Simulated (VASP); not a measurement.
# Sc under changes of volume

One of the cells (25.758 Å³/atom); the others are scaled copies at fixed shape and fractional positions:

```
Sc
1.0
    -1.92990    1.92990    1.72898
     1.92990   -1.92990    1.72898
     1.92990    1.92990   -1.72898
Sc
1
Direct
  0.00000 0.00000 0.00000
```

This isn't the form of Sc at room conditions, which is hcp.

| Property | Result |
| --- | --- |
| Program | VASP 6.6.1 |
| Functional | PBE |
| Potentials or basis | VASP PAW PBE potentials, release 64 (Sc_sv) |
| Cutoff | 520 eV |
| k mesh | 10 × 10 × 10 |
| Occupations | fermi-dirac, width 0.05 eV |
| Spin | no spin polarisation |

| volume (Å³/atom) | energy over the lowest point (meV/atom) | pressure (GPa) |
| --- | --- | --- |
| 23.738 | 8.70 | 2.6 |
| 24.243 | 2.53 | 1.4 |
| 24.748 | 0.00 | 0.3 |
| 25.758 | 4.81 | -1.7 |
| 26.264 | ? | ? |
| 26.769 | 21.08 | -3.4 |

Question: What does the run at 26.264 Å³/atom give?

Answer: Energy over the lowest point 11.62 meV/atom; pressure -2.6 GPa.

Worked out: A Birch-Murnaghan fit of order 3 (a polynomial in V^(-2/3)) to the other rows has its minimum at 24.87 Å³/atom with B0 = V·E''(V) = 52 GPa and B' = 3.1 at fixed shape and positions, which overstates the stiffness. It gives 11.63 meV/atom at 26.264 Å³/atom, against the run's 11.62, and -dE/dV = -2.6 GPa, against -2.6.

Energies are extrapolated to zero smearing.
